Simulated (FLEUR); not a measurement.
# C (Fd-3m) in FLEUR: further runs

The runs below take C through band structure, equation of state, with BLYP.

Everything below comes from runs of FLEUR MaX-R8.1 (later development tree). Logs are shortened: lines on timing, memory, paths and dates and some standing lists are left out, and cuts for length are marked.

**Measured values to compare with.**

From “Equation of state of cubic boron nitride at high pressures and temperatures”, 2007, arxiv:cond-mat/0702656, for a bulk crystal of C: bulk modulus 444.8 ± 0.8 GPa.

The runs below are set against these values where they give the same quantity.

**1. The structure**

It takes space group Fd-3m (No. 227, cubic). Conventional cell: a = 3.567 Å, b = 3.567 Å, c = 3.567 Å, α = 90.00°, β = 90.00°, γ = 90.00°. C (site symmetry -43m) has 4 C at 1.54 Å as nearest neighbours.

This isn't the form of C at room conditions, which is graphite.

**2. Band structure, BLYP**

inp.xml reads:

```xml
<?xml version="1.0" encoding="UTF-8" standalone="no"?>
<fleurInput fleurInputVersion="0.39">
   <comment>
      C                                                                                                   
   </comment>
   <calculationSetup>
      <cutoffs Kmax="5.33" Gmax="16.5" GmaxXC="16.5" numbands="0"/>
      <scfLoop itmax="60" minDistance="0.00001" maxIterBroyd="15" imix="Anderson" alpha="0.05" precondParam="0.0" spinf="2.0" sdNocoIR="T"/>
      <coreElectrons ctail="T" frcor="F" kcrel="0" coretail_lmax="0"/>
      <xcFunctional name="LibXC" relativisticCorrections="F">
         <LibXCName exchange="gga_x_b88" correlation="gga_c_lyp"/>
      </xcFunctional>
      <magnetism jspins="1"/>
      <soc l_soc="F" theta="0.0" phi="0.0" spav="F"/>
      <expertModes spex="0" secvar="F"/>
      <geometryOptimization l_f="F" forcealpha="1.0" forcemix="BFGS" epsdisp="0.00001" epsforce="0.00001"/>
      <ldaU l_linMix="F" mixParam="0.05" spinf="1.0"/>
   </calculationSetup>
   <cell>
      <bzIntegration valenceElectrons="8.0" mode="hist" fermiSmearingEnergy="0.00183747">
         <kPointListSelection listName="default-1"/>
         <!-- k-points included here -->
         <xi:include xmlns:xi="http://www.w3.org/2001/XInclude" href="kpts.xml"> </xi:include>
      </bzIntegration>
      <!-- symmetry operations included here -->
      <xi:include xmlns:xi="http://www.w3.org/2001/XInclude" href="sym.xml"> </xi:include>
      <bulkLattice scale="1.0">
         <bravaisMatrix>
            <row-1>    0.0000000000000000     3.3700808788279017     3.3700808788279017</row-1>
            <row-2>    3.3700808788279017     0.0000000000000000     3.3700808788279017</row-2>
            <row-3>    3.3700808788279017     3.3700808788279017     0.0000000000000000</row-3>
         </bravaisMatrix>
      </bulkLattice>
   </cell>
   <atomSpecies>
      <species name="Carbon (C)" element="C" atomicNumber="6">
         <mtSphere radius="1.35" gridPoints="447" logIncrement="0.023"/>
         <atomicCutoffs lmax="8" lnonsphr="6"/>
         <electronConfig flipSpins="F">
            <coreConfig>(1s1/2)</coreConfig>
            <valenceConfig>(2s1/2) (2p1/2) (2p3/2)</valenceConfig>
            <stateOccupation state="(2p1/2)" spinUp="0.333333" spinDown="0.333333"/>
            <stateOccupation state="(2p3/2)" spinUp="0.666667" spinDown="0.666667"/>
         </electronConfig>
         <energyParameters s="2" p="2" d="3" f="4"/>
         <lo type="SCLO" l="0" n="2" eDeriv="2"/>
         <lo type="SCLO" l="1" n="2" eDeriv="2"/>
         <lo type="SCLO" l="2" n="3" eDeriv="2"/>
      </species>
   </atomSpecies>
   <atomGroups>
      <atomGroup species="Carbon (C)">
         <relPos label="                   1">-3.000/8.000 -3.000/8.000 -3.000/8.000</relPos>
         <relPos label="                   2">3.000/8.000 3.000/8.000 3.000/8.000</relPos>
         <force calculate="T" relaxXYZ="TTT"/>
      </atomGroup>
   </atomGroups>
   <output dos="F" band="F" slice="F">
      <checks vchk="F" cdinf="F"/>
      <bandDOS minEnergy="-.5*Htr" maxEnergy="0.5*Htr" sigma="0.015" storeEVData="T"/>
      <vacuumDOS vacdos="F" integ="F" star="F" nstars="0" locx1="0.0" locy1="0.0" locx2="0.0" locy2="0.0" nstm="0" tworkf="0.0"/>
      <unfoldingBand unfoldBand="F" supercellX="1" supercellY="1" supercellZ="1"/>
      <plotting iplot="0" polar="F">
         <plot TwoD="T" vec1="  1.0  0.0  0.0" vec2="  0.0  1.0  0.0" vec3="  0.0  0.0  1.0" zero="  0.0  0.0  0.0" file="plot"/>
      </plotting>
      <chargeDensitySlicing numkpt="0" minEigenval="0.0" maxEigenval="0.0" nnne="0" pallst="F"/>
      <specialOutput eonly="F"/>
      <moessbauerParams electricFieldGradient="T" isomerShift="T" coreHyperfine="T" valenceHyperfine="T"/>
      <magneticCircularDichroism mcd="F" energyLo="-10.0" energyUp="0.0"/>
   </output>
  <!-- We include the file relax.xml here to enable relaxations (see documentation) -->
  <xi:include xmlns:xi="http://www.w3.org/2001/XInclude" href="relax.xml"> <xi:fallback/> </xi:include>
</fleurInput>
```

crystal.txt reads:

```
C
&input cartesian=F /
0.0000000000  1.7833700000  1.7833700000
1.7833700000  0.0000000000  1.7833700000
1.7833700000  1.7833700000  0.0000000000
1.8897261246
1.0 1.0 1.0

2
6 0.7500000000  0.7500000000  0.7500000000
6 0.5000000000  0.5000000000  0.5000000000

&kpt div1=13 div2=13 div3=13 gamma=T /
```

inp.xml (bands) reads:

```
<?xml version="1.0" encoding="UTF-8" standalone="no"?>
<fleurInput fleurInputVersion="0.39">
   <comment>
      C                                                                                                   
   </comment>
   <calculationSetup>
      <cutoffs Kmax="5.33" Gmax="16.5" GmaxXC="16.5" numbands="0"/>
      <scfLoop itmax="60" minDistance="0.00001" maxIterBroyd="15" imix="Anderson" alpha="0.05" precondParam="0.0" spinf="2.0" sdNocoIR="T"/>
      <coreElectrons ctail="T" frcor="F" kcrel="0" coretail_lmax="0"/>
      <xcFunctional name="LibXC" relativisticCorrections="F">
         <LibXCName exchange="gga_x_b88" correlation="gga_c_lyp"/>
      </xcFunctional>
      <magnetism jspins="1"/>
      <soc l_soc="F" theta="0.0" phi="0.0" spav="F"/>
      <expertModes spex="0" secvar="F"/>
      <geometryOptimization l_f="F" forcealpha="1.0" forcemix="BFGS" epsdisp="0.00001" epsforce="0.00001"/>
      <ldaU l_linMix="F" mixParam="0.05" spinf="1.0"/>
   </calculationSetup>
   <cell>
      <bzIntegration valenceElectrons="8.0" mode="hist" fermiSmearingEnergy="0.00183747">
         <kPointListSelection listName="path-1"/>
         <!-- k-points included here -->
         <xi:include xmlns:xi="http://www.w3.org/2001/XInclude" href="kpts.xml"> </xi:include>
      </bzIntegration>
      <!-- symmetry operations included here -->
      <xi:include xmlns:xi="http://www.w3.org/2001/XInclude" href="sym.xml"> </xi:include>
      <bulkLattice scale="1.0">
         <bravaisMatrix>
            <row-1>    0.0000000000000000     3.3700808788279017     3.3700808788279017</row-1>
            <row-2>    3.3700808788279017     0.0000000000000000     3.3700808788279017</row-2>
            <row-3>    3.3700808788279017     3.3700808788279017     0.0000000000000000</row-3>
         </bravaisMatrix>
      </bulkLattice>
   </cell>
   <atomSpecies>
      <species name="Carbon (C)" element="C" atomicNumber="6">
         <mtSphere radius="1.35" gridPoints="447" logIncrement="0.023"/>
         <atomicCutoffs lmax="8" lnonsphr="6"/>
         <electronConfig flipSpins="F">
            <coreConfig>(1s1/2)</coreConfig>
            <valenceConfig>(2s1/2) (2p1/2) (2p3/2)</valenceConfig>
            <stateOccupation state="(2p1/2)" spinUp="0.333333" spinDown="0.333333"/>
            <stateOccupation state="(2p3/2)" spinUp="0.666667" spinDown="0.666667"/>
         </electronConfig>
         <energyParameters s="2" p="2" d="3" f="4"/>
         <lo type="SCLO" l="0" n="2" eDeriv="2"/>
         <lo type="SCLO" l="1" n="2" eDeriv="2"/>
         <lo type="SCLO" l="2" n="3" eDeriv="2"/>
      </species>
   </atomSpecies>
   <atomGroups>
      <atomGroup species="Carbon (C)">
         <relPos label="                   1">-3.000/8.000 -3.000/8.000 -3.000/8.000</relPos>
         <relPos label="                   2">3.000/8.000 3.000/8.000 3.000/8.000</relPos>
         <force calculate="T" relaxXYZ="TTT"/>
      </atomGroup>
   </atomGroups>
   <output dos="F" band="T" slice="F">
      <checks vchk="F" cdinf="F"/>
      <bandDOS minEnergy="-.5*Htr" maxEnergy="0.5*Htr" sigma="0.015" storeEVData="T"/>
      <vacuumDOS vacdos="F" integ="F" star="F" nstars="0" locx1="0.0" locy1="0.0" locx2="0.0" locy2="0.0" nstm="0" tworkf="0.0"/>
      <unfoldingBand unfoldBand="F" supercellX="1" supercellY="1" supercellZ="1"/>
      <plotting iplot="0" polar="F">
         <plot TwoD="T" vec1="  1.0  0.0  0.0" vec2="  0.0  1.0  0.0" vec3="  0.0  0.0  1.0" zero="  0.0  0.0  0.0" file="plot"/>
      </plotting>
      <chargeDensitySlicing numkpt="0" minEigenval="0.0" maxEigenval="0.0" nnne="0" pallst="F"/>
      <specialOutput eonly="F"/>
      <moessbauerParams electricFieldGradient="T" isomerShift="T" coreHyperfine="T" valenceHyperfine="T"/>
      <magneticCircularDichroism mcd="F" energyLo="-10.0" energyUp="0.0"/>
   </output>
  <!-- We include the file relax.xml here to enable relaxations (see documentation) -->
  <xi:include xmlns:xi="http://www.w3.org/2001/XInclude" href="relax.xml"> <xi:fallback/> </xi:include>
</fleurInput>
```

Potentials or basis: all-electron, FLAPW.

On the command line:

```
$ inpgen -f crystal.txt -profile fastHighL
$ # inp.xml edited to the form shown
$ fleur_MPI
$ fleur_MPI   # second run, on inp.xml (bands)
```

The log of the run:

```text
Welcome to FLEUR        (www.flapw.de)
      MaX-Release 8.1          (www.max-centre.eu)
 func_ids         131         106         131         106
The functional 'Becke 88' is an exchange functional, it belongs to the 'GGA' family and is defined in the reference(s):
[1] A. D. Becke.,  Phys. Rev. A 38, 3098 (1988)
The functional 'Lee, Yang & Parr' is a correlation functional, it belongs to the 'GGA' family and is defined in the reference(s):
[1] C. Lee, W. Yang, and R. G. Parr.,  Phys. Rev. B 37, 785 (1988)
[2] B. Miehlich, A. Savin, H. Stoll, and H. Preuss.,  Chem. Phys. Lett. 157, 200 (1989)
 Using same functional for VXC and EXC

 ========== k-point set info ==========
 Selected k-point list: default-1
 k-point list type: mesh
 13 x 13 x 13
 Number of k points: 84

 ------------Calculation Setup---------------------------
 Number of MPI-tasks      :            1
 Number of PE/node        :            1
 Number of OMP-threads    :            1
 Most efficient MPI parallelization for:
           1           2           3           4           6           7          12          14          21          28          42          84
 Additional eigenvalue parallelization possible
 Number of basis functions:          234
 Approximate size of matrices (H+S) per k-point:         0.001 GB
 --------------------------------------------------------
 Iteration:     1   Distance:      25.68703232 me/bohr^3
 Iteration:     2   Distance:      24.13071881 me/bohr^3
 Iteration:     3   Distance:       3.89635058 me/bohr^3
 Iteration:     4   Distance:       2.92174872 me/bohr^3
 Iteration:     5   Distance:       0.31376362 me/bohr^3
 Iteration:     6   Distance:       0.14469183 me/bohr^3
 Iteration:     7   Distance:       0.01938908 me/bohr^3
 Iteration:     8   Distance:       0.00258816 me/bohr^3
 Iteration:     9   Distance:       0.00036994 me/bohr^3
 Iteration:    10   Distance:       0.00001443 me/bohr^3
 Iteration:    11   Distance:       0.00001466 me/bohr^3
 Iteration:    12   Distance:       0.00000045 me/bohr^3

 ********************************************************************
 Run finished successfully
 Stop message:
   all done
 ********************************************************************
```

Wall time 12 s (1 thread of Arm Neoverse V2, shared host); peak memory 0.05 GiB.

What came out:

```yaml
Free_energy: -2074.8099 eV
Band_gap_on_the_k_mesh: 4.46 eV, indirect (least direct gap 5.74 eV)
Band_gap_along_the_path: 4.45 eV, indirect (least direct gap 5.74 eV)
Valence_electrons_inside_the_program's_atomic_spheres: C 2.12 (radii C 1.35 bohr)
```

Levels at the corners of the path, in eV from the valence-band top:
| point | band 1 | band 2 | band 3 | band 4 | band 5 | band 6 | band 7 |
| --- | --- | --- | --- | --- | --- | --- | --- |
| Γ | -21.20 | 0.00 | 0.00 | 0.00 | 5.74 | 5.74 | 5.74 |
| X | -12.58 | -12.58 | -6.17 | -6.17 | 5.13 | 5.13 | 16.73 |
| W | -11.82 | -11.82 | -8.11 | -8.11 | 10.88 | 10.88 | 12.39 |
| K | -12.81 | -11.56 | -9.08 | -5.25 | 6.02 | 10.96 | 14.37 |
| Γ | -21.20 | 0.00 | 0.00 | 0.00 | 5.74 | 5.74 | 5.74 |
| L | -15.51 | -13.11 | -2.75 | -2.75 | 8.64 | 8.64 | 9.02 |
| U | -12.81 | -11.56 | -9.08 | -5.25 | 6.02 | 10.96 | 14.37 |
| W | -11.82 | -11.82 | -8.11 | -8.11 | 10.88 | 10.88 | 12.39 |
| L | -15.51 | -13.11 | -2.75 | -2.75 | 8.64 | 8.64 | 9.02 |
| K | -12.81 | -11.56 | -9.08 | -5.25 | 6.02 | 10.96 | 14.37 |
| U | -12.81 | -11.56 | -9.08 | -5.25 | 6.02 | 10.96 | 14.37 |
| X | -12.58 | -12.58 | -6.17 | -6.17 | 5.13 | 5.13 | 16.73 |

Core levels (eV from the Fermi level):
```csv
atom,levels
1 C,1s1/2 -266.3
2 C,1s1/2 -266.3
```

BLYP gaps usually lie below the measured ones, often by a third to a half.

**3. Equation of state, BLYP, 5.33 Å³/atom (volume scaled by 0.94)**

Changes to inp.xml since step 2:

```diff
@@ -6,3 +6,3 @@
    <calculationSetup>
-      <cutoffs Kmax="5.33" Gmax="16.5" GmaxXC="16.5" numbands="0"/>
+      <cutoffs Kmax="5.5" Gmax="17.0" GmaxXC="17.0" numbands="0"/>
       <scfLoop itmax="60" minDistance="0.00001" maxIterBroyd="15" imix="Anderson" alpha="0.05" precondParam="0.0" spinf="2.0" sdNocoIR="T"/>
@@ -26,3 +26,3 @@
       <xi:include xmlns:xi="http://www.w3.org/2001/XInclude" href="sym.xml"> </xi:include>
-      <bulkLattice scale="1.0">
+      <bulkLattice scale="0.9795861087">
          <bravaisMatrix>
@@ -36,3 +36,3 @@
       <species name="Carbon (C)" element="C" atomicNumber="6">
-         <mtSphere radius="1.35" gridPoints="447" logIncrement="0.023"/>
+         <mtSphere radius="1.31" gridPoints="447" logIncrement="0.023"/>
          <atomicCutoffs lmax="8" lnonsphr="6"/>
```

Potentials or basis: all-electron, FLAPW.

On the command line:

```
$ inpgen -f crystal.txt -profile fastHighL
$ # inp.xml edited to the form shown
$ fleur_MPI
```

It took 11 s on 1 thread of Arm Neoverse V2, shared host; peak memory 0.08 GiB.

The run converged. Its results:

```
Free energy                                           : -2074.6999 eV
Band gap on the k mesh                                : 4.62 eV, indirect (least direct gap 5.92 eV)
Valence electrons inside the program's atomic spheres : C 2.04 (radii C 1.31 bohr)
```

Caveat: an odd mesh through Γ misses points on the zone boundary, where band edges often lie.

**4. Equation of state, BLYP, 5.44 Å³/atom (volume scaled by 0.96)**

Changes to inp.xml since step 3:

```diff
@@ -26,3 +26,3 @@
       <xi:include xmlns:xi="http://www.w3.org/2001/XInclude" href="sym.xml"> </xi:include>
-      <bulkLattice scale="0.9795861087">
+      <bulkLattice scale="0.9864848297">
          <bravaisMatrix>
```

On the command line:

```
$ inpgen -f crystal.txt -profile fastHighL
$ # inp.xml edited to the form shown
$ fleur_MPI
```

Wall time 12 s (1 thread of Arm Neoverse V2, shared host); peak memory 0.08 GiB.

The run converged. Its results:

| Quantity | Value |
| --- | --- |
| Free energy | -2074.7518 eV |
| Band gap on the k mesh | 4.57 eV, indirect (least direct gap 5.86 eV) |
| Valence electrons inside the program's atomic spheres | C 2.02 (radii C 1.31 bohr) |

Caveat: an odd mesh through Γ misses points on the zone boundary, where band edges often lie.

**5. Equation of state, BLYP, 5.67 Å³/atom**

Changes to inp.xml since step 4:

```diff
@@ -26,3 +26,3 @@
       <xi:include xmlns:xi="http://www.w3.org/2001/XInclude" href="sym.xml"> </xi:include>
-      <bulkLattice scale="0.9864848297">
+      <bulkLattice scale="1.0000000000">
          <bravaisMatrix>
```

On the command line:

```
$ inpgen -f crystal.txt -profile fastHighL
$ # inp.xml edited to the form shown
$ fleur_MPI
```

Run time: 12 s. Hardware: 1 thread of Arm Neoverse V2, shared host; peak memory 0.08 GiB.

The run converged. Its results:

```
Free energy                                           : -2074.8111 eV
Band gap on the k mesh                                : 4.46 eV, indirect (least direct gap 5.74 eV)
Valence electrons inside the program's atomic spheres : C 1.98 (radii C 1.31 bohr)
```

Caveat: an odd mesh through Γ misses points on the zone boundary, where band edges often lie.

**6. Equation of state, BLYP, 5.90 Å³/atom (volume scaled by 1.04)**

Changes to inp.xml since step 5:

```diff
@@ -26,3 +26,3 @@
       <xi:include xmlns:xi="http://www.w3.org/2001/XInclude" href="sym.xml"> </xi:include>
-      <bulkLattice scale="1.0000000000">
+      <bulkLattice scale="1.0131594038">
          <bravaisMatrix>
```

Potentials or basis: all-electron, FLAPW.

On the command line:

```
$ inpgen -f crystal.txt -profile fastHighL
$ # inp.xml edited to the form shown
$ fleur_MPI
```

Run time: 13 s. Hardware: 1 thread of Arm Neoverse V2, shared host; peak memory 0.08 GiB.

Results (log left out):

```
Free energy                                           : -2074.8194 eV
Band gap on the k mesh                                : 4.36 eV, indirect (least direct gap 5.62 eV)
Valence electrons inside the program's atomic spheres : C 1.95 (radii C 1.31 bohr)
```

Caveat: an odd mesh through Γ misses points on the zone boundary, where band edges often lie.

**7. Equation of state, BLYP, 6.01 Å³/atom (volume scaled by 1.06)**

Changes to inp.xml since step 6:

```diff
@@ -26,3 +26,3 @@
       <xi:include xmlns:xi="http://www.w3.org/2001/XInclude" href="sym.xml"> </xi:include>
-      <bulkLattice scale="1.0131594038">
+      <bulkLattice scale="1.0196128224">
          <bravaisMatrix>
```

On the command line:

```
$ inpgen -f crystal.txt -profile fastHighL
$ # inp.xml edited to the form shown
$ fleur_MPI
```

Run time: 16 s. Hardware: 1 thread of Arm Neoverse V2, shared host; peak memory 0.08 GiB.

The run converged. Its results:

- Free energy: -2074.8071 eV
- Band gap on the k mesh: 4.32 eV, indirect (least direct gap 5.57 eV)
- Valence electrons inside the program's atomic spheres: C 1.93 (radii C 1.31 bohr)

Caveat: an odd mesh through Γ misses points on the zone boundary, where band edges often lie.

**8. Equation of state, BLYP**

No new run: the results of the series are fitted here.

Results:

```yaml
Equilibrium_volume: 5.82 Å³/atom
Bulk_modulus: 407 GPa
Pressure_derivative_of_the_bulk_modulus: "3.7 (rough: it moves with the points fitted)"
```

Energy against volume, from the lowest point:
```
volume (Å³/atom)  energy (meV/atom)
           5.332              59.75
           5.445              33.77
           5.672               4.16
           5.899               0.00
           6.012               6.13
```

**9. Against experiment**

Step 8. Against the measured bulk modulus of C, 444.8 GPa (quoted in “Equation of state of cubic boron nitride at high pressures and temperatures”, 2007, arxiv:cond-mat/0702656), the calculated 407 GPa is off by -8.5 %. 3 values of this kind are on record (442 to 444.8 GPa); this one was drawn at random among those near their median, those with a stated uncertainty first. The fit is for a static lattice scaled at fixed shape and fixed fractional positions. The cell as given is a measured one (5.67 Å³/atom); BLYP puts the equilibrium volume +2.7 % from it, thermal expansion not counted.
